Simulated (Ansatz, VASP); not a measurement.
**Tl: VASP beside Ansatz**

```
Tl
1.0
     3.43280    0.00000    0.00000
    -1.71640    2.97290    0.00000
     0.00000    0.00000    5.48792
Tl
2
Direct
  0.66667 0.33333 0.75000
  0.33333 0.66667 0.25000
```

Change from the starting cell: volume scaled by 0.98.

Alike in both runs: task single point; functional PBE; k mesh 9 × 9 × 5; occupations fermi-dirac, width 0.05 eV; no spin polarisation.

```csv
,VASP,Ansatz
version,VASP 6.6.1,Ansatz 0.2.0
potentials or method,"VASP PAW PBE potentials, release 64 (Tl_d)",Ansatz PAW
plane-wave cutoff (eV),520,420
valence electrons in the cell,26,26
```

VASP gave:

```
gap on the k mesh at the Fermi level (eV)       : none
pressure (GPa)                                  : 4.3
largest component of the traceless stress (GPa) : 1.02
```

Q: Which values does Ansatz return?

A: gap on the k mesh at the Fermi level (eV): none; pressure (GPa): 4.4; largest component of the traceless stress (GPa): 1.03.

A gap of «none» marks a metal or a gap that the smearing closes. With one functional, cell and mesh, what is left measures potentials, basis and numerics.

Spin-orbit coupling is left out, which matters for the levels of Tl.
